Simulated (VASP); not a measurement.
Si:

```
CELL_PARAMETERS angstrom
0.00000 2.72185 2.72185
2.72185 0.00000 2.72185
2.72185 2.72185 0.00000
ATOMIC_POSITIONS crystal
Si 0.50000 0.50000 0.50000
Si 0.75000 0.75000 0.75000
```

```yaml
Program: VASP 6.6.1
Task: relaxation of cell and atoms
Functional: vdW-DF
Potentials_or_basis: VASP PAW PBE potentials, release 64 (Si)
Cutoff: 600 eV
k_mesh: 8 × 8 × 8
Occupations: fermi-dirac, width 0.05 eV
Spin: no spin polarisation
```

At the start: pressure 3.4 GPa; volume 20.16 Å³/atom.

Task: How do energy, volume and symmetry change on relaxing?

Result: Over 3 steps the energy falls by 8.0 meV/atom and the volume is 20.94 Å³/atom (+3.9 %); space group Fd-3m (No. 227, to 0.05 Å).

Step by step:
| step | energy change (eV) | largest force (eV/Å) | pressure (GPa) | volume (Å³) |
| --- | --- | --- | --- | --- |
| 1 | 0.0000 | 0.0000 | 3.42 | 40.33 |
| 2 | -0.0100 | 0.0000 | -1.87 | 42.90 |
| 3 | -0.0161 | 0.0000 | 0.00 | 41.89 |

Final structure:
```xyz
2
Lattice="0.0000 2.7565 2.7565 2.7565 0.0000 2.7565 2.7565 2.7565 0.0000" Properties=species:S:1:pos:R:3 pbc="T T T"
Si    2.7565    2.7565    2.7565
Si    4.1347    4.1347    4.1347
```

Caveat: the PAW data sets were made with another functional, which shifts forces and pressure a little.
